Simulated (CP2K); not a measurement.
**Al2Au under changes of volume**

One of the cells (18.000 Å³/atom); the others are scaled copies at fixed shape and fractional positions:

```
Au Al
1.0
     4.24264    0.00000    0.00000
     2.12132    3.67423    0.00000
     2.12132    1.22474    3.46410
Au Al
1 2
Direct
  0.00000 0.00000 0.00000
  0.75000 0.75000 0.75000
  0.25000 0.25000 0.25000
```

* Program: CP2K 2026.2
* Functional: LDA
* Potentials or basis: GTH_POTENTIALS Au GTH-PADE-q11, Al GTH-PADE-q3; TZVP-MOLOPT-PBE-GTH basis
* Density cutoff: 6803 eV
* k mesh: 8 × 8 × 8
* Occupations: fermi-dirac, width 0.1 eV
* Spin: no spin polarisation

| volume (Å³/atom) | energy over the lowest point (meV/atom) | pressure (GPa) |
| --- | --- | --- |
| 16.920 | ? | ? |
| 17.280 | 3.11 | 2.7 |
| 17.640 | 0.00 | 0.2 |
| 18.000 | 2.29 | -2.1 |
| 18.360 | 9.32 | -4.1 |
| 18.720 | 20.59 | -5.9 |
| 19.080 | 35.62 | -7.5 |

**Question.** What does the run at 16.920 Å³/atom give?

**Answer.** Energy over the lowest point 12.20 meV/atom; pressure 5.6 GPa.

Worked out: A Birch-Murnaghan fit of order 3 (a polynomial in V^(-2/3)) to the other rows has its minimum at 17.66 Å³/atom with B0 = V·E''(V) = 116 GPa and B' = 4.9. It gives 12.26 meV/atom at 16.920 Å³/atom, against the run's 12.20, and -dE/dV = 5.5 GPa, against 5.6.

Energies are extrapolated to zero smearing.

Caveats: with these potentials and basis sets, volumes of gold and of layered tellurides can stand 1.5 % and more from those of plane-wave programs; the basis of atomic orbitals isn't converged, which shifts pressures, moduli and gaps.
